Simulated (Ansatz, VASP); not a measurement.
## Two plane-wave programs on CoO

```
Co O
1.0
     0.00000    2.15955    2.15955
     2.15955    0.00000    2.15955
     2.15955    2.15955    0.00000
Co O
1 1
Direct
  0.00000 0.00000 0.00000
  0.50000 0.50000 0.50000
```

Change from the starting cell: volume scaled by 1.04, PAW files.

Alike in both runs: task electric field gradients; functional PBE; k mesh 16 × 16 × 16; occupations fermi-dirac, width 0.05 eV; collinear spin.

```csv
,VASP,Ansatz
version,VASP 6.6.1,Ansatz 0.2.0
potentials or method,"VASP PAW PBE potentials, release 64 (Co, O)","PAW with Ansatz's default frozen-core files, scalar-relativistic"
plane-wave cutoff (eV),520,420
valence electrons in the cell,15,23
```

Ansatz gave:

| Item | Value |
| --- | --- |
| pressure (GPa) | -7.9 |
| net moment per atom (μB) | 1.49 |
| size of the moment on the site where the two differ most (μB) | 2.54 |
| Vzz of the field gradient on the site that differs most (V/Å²) | 0.0 |

Question: Estimate VASP's values.

Answer: Pressure (GPa): -8.3; net moment per atom (μB): 1.49; size of the moment on the site where the two differ most (μB): 2.60; Vzz of the field gradient on the site that differs most (V/Å²): 0.0.

Site moments also hang on the region over which each program counts them. The two sets of potentials don't hold the same shells in valence.

Caveats: a cell with one magnetic atom can't hold antiferromagnetic order, which such compounds often take.
